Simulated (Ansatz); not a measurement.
# Si3Ge2: the cost of one run

Method: DFT PBE, scalar-relativistic, plane waves, PAW, in Ansatz 0.2.0.

1 further run of the same task is left out (it didn't finish).

### Step 1. The system as given

It takes space group P-6m2 (No. 187, hexagonal). The conventional cell has a = 3.737 Å, b = 3.737 Å, c = 13.914 Å, α = 90.00°, β = 90.00°, γ = 120.00°. Si (site symmetry -6m2) has 8 Ge at 2.57 to 2.78 Å as nearest neighbours. Around Si (site symmetry 3m) lie 7 Si at 2.57 to 2.78 Å and 1 Ge at 2.78 Å. Si (site symmetry 3m) has 4 Ge at 2.57 to 2.78 Å and 3 Si at 2.57 Å as nearest neighbours. Around Si (site symmetry -6m2) lie 8 Si at 2.57 to 2.78 Å. Around Ge (site symmetry 3m) lie 5 Si at 2.57 to 2.78 Å and 3 Ge at 2.57 Å. Around Ge (site symmetry 3m) lie 4 Si at 2.57 to 2.78 Å and 4 Ge at 2.57 to 2.78 Å.

Structure file:

```
CELL_PARAMETERS angstrom
3.73744 0.00000 0.00000
-1.86872 3.23672 0.00000
0.00000 0.00000 13.91362
ATOMIC_POSITIONS crystal
Si 0.33333 0.66667 0.00000
Si 0.33333 0.66667 0.40000
Si 0.33333 0.66667 0.60000
Si 0.66667 0.33333 0.30000
Si 0.66667 0.33333 0.50000
Si 0.66667 0.33333 0.70000
Ge 0.33333 0.66667 0.20000
Ge 0.33333 0.66667 0.80000
Ge 0.66667 0.33333 0.10000
Ge 0.66667 0.33333 0.90000
```

The start is an ordering of an alloy on its end members' structure types: elements ordered on the sites of the H type, Si/Ge on H (P-6m2, No. 187).

### Step 2. The guess as it stands, on a coarse mesh

Input file input.yaml:

```yaml
crystal:
  lattice:
    - [3.7374407, 0.0, 0.0]
    - [-1.86872035, 3.23671859, 0.0]
    - [0.0, 0.0, 13.91362068]
  atoms:
    - { symbol: Si, position: [0.33333333, 0.66666667, 0.0] }
    - { symbol: Si, position: [0.33333333, 0.66666667, 0.4] }
    - { symbol: Si, position: [0.33333333, 0.66666667, 0.6] }
    - { symbol: Si, position: [0.66666667, 0.33333333, 0.3] }
    - { symbol: Si, position: [0.66666667, 0.33333333, 0.5] }
    - { symbol: Si, position: [0.66666667, 0.33333333, 0.7] }
    - { symbol: Ge, position: [0.33333333, 0.66666667, 0.2] }
    - { symbol: Ge, position: [0.33333333, 0.66666667, 0.8] }
    - { symbol: Ge, position: [0.66666667, 0.33333333, 0.1] }
    - { symbol: Ge, position: [0.66666667, 0.33333333, 0.9] }
basis:
  ecutwfc: 420
kpoints:
  mp_grid: { grid: [6, 6, 2] }
hamiltonian:
  xc: pbe
scf:
  occupations: { method: gaussian, width: 0.1 }
  lower_state_search: "off"
output:
  forces: true
  stress: true
  eigenvalues: true
```

The run is started by

```console
$ ansatz run input.yaml --threads 1 --pin off --max-ram 2560MiB --backend cpu --events-out ev --progress --plain --runs-dir out
```

What time and memory should one allow on 1 thread of Intel Xeon at 2.50GHz (Skylake/Cascade Lake), shared host?

About 19 s, with a peak of 0.41 GiB.
